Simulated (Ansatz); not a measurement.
A run of Ansatz 0.2.0:

File input.yaml:

```yaml
crystal:
  lattice:
    - [0.0, 2.256, 2.256]
    - [2.256, 0.0, 2.256]
    - [2.256, 2.256, 0.0]
  atoms:
    - { symbol: Hf, position: [0.0, 0.0, 0.0] }
    - { symbol: "N", position: [0.5, 0.5, 0.5] }
kpoints:
  mp_grid: { grid: [10, 10, 10] }
  band_path:
    path:
      - [0.0, 0.0, 0.0]
      - [0.5, 0.0, 0.5]
      - [0.5, 0.25, 0.75]
      - [0.375, 0.375, 0.75]
      - [0.0, 0.0, 0.0]
      - [0.5, 0.5, 0.5]
      - [0.625, 0.25, 0.625]
      - [0.5, 0.25, 0.75]
    npoints: 6
scf:
  occupations: { method: fermi_dirac, width: 0.05 }
hamiltonian:
  xc: lda
  pseudopotentials: { kind: all_electron, lapw: { basis_error: 0.001 } }
output:
  forces: true
  stress: true
  eigenvalues: true
```

Potentials or basis: all-electron LAPW, scalar-relativistic.

Launch:

```bash
$ ansatz run input.yaml --threads 1 --pin off --max-ram 3072MiB --backend cpu --events-out ev --progress --plain --runs-dir out
```

Hardware: 1 thread of Intel(R) Xeon(R) Platinum 8488C (Sapphire Rapids) (shared host).

Question: How long does it take, and how much memory?

Answer: It took 11 s on 1 thread of Intel(R) Xeon(R) Platinum 8488C (Sapphire Rapids), with other jobs on the host, peak memory 0.38 GiB. Counts: scf iterations 8, plane waves 331, k points 47, bands 30.
